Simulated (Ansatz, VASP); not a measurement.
# Mg: VASP beside Ansatz

INCAR

```
SYSTEM = Mg
PREC = Accurate
ENCUT = 520
EDIFF = 1E-7
ISMEAR = 0
SIGMA = 0.05
LREAL = .False.
LASPH = .True.
NELM = 80
ALGO = Normal
ISIF = 2
LWAVE = .False.
LCHARG = .False.
NBANDS = 9
```

The input KPOINTS:

```
Automatic mesh
0
Gamma
  18 18 8
  0 0 0
```

The input POSCAR:

```
Mg
1.0
    3.2093000000      0.0000000000      0.0000000000
   -1.6046500000      2.7793353300      0.0000000000
    0.0000000000      0.0000000000      5.2103000000
Mg
2
Direct
    0.3333333300      0.6666666700      0.2500000000
    0.6666666700      0.3333333300      0.7500000000
```

Input for Ansatz:

```yaml
crystal:
  lattice:
    - [3.2093, 0.0, 0.0]
    - [-1.60465, 2.77933533, 0.0]
    - [0.0, 0.0, 5.2103]
  atoms:
    - { symbol: Mg, position: [0.33333333, 0.66666667, 0.25] }
    - { symbol: Mg, position: [0.66666667, 0.33333333, 0.75] }
basis:
  ecutwfc: 420
kpoints:
  mp_grid: { grid: [18, 18, 8] }
hamiltonian:
  xc: lda
scf:
  occupations: { method: gaussian, width: 0.05 }
output:
  forces: true
  eigenvalues: true
  eigenstates:
    nscf_kmesh: { grid: [30, 30, 16] }
    top_band: c6
    de_dk: true
    localisation: false
  stress: true
checkpoint:
  write: ck
  compress: false
  write_wavefunctions: false
  write_every: 100000
```

Alike in both runs: task single point; functional LDA; k mesh 18 × 18 × 8; occupations gaussian, width 0.05 eV; no spin polarisation.

|  | VASP | Ansatz |
| --- | --- | --- |
| version | VASP 6.6.1 | Ansatz 0.2.0 |
| potentials or method | VASP PAW LDA potentials, release 64 (Mg) | scalar-relativistic, plane waves, PAW |
| plane-wave cutoff (eV) | 520 | 420 |
| valence electrons in the cell | 4 | 20 |

Ansatz gave:

* pressure (GPa): -2.5
* largest component of the traceless stress (GPa): 0.32

Task: Which values does VASP return?

Result: Pressure (GPa): -2.8; largest component of the traceless stress (GPa): 0.31.

The two sets of potentials don't hold the same shells in valence.
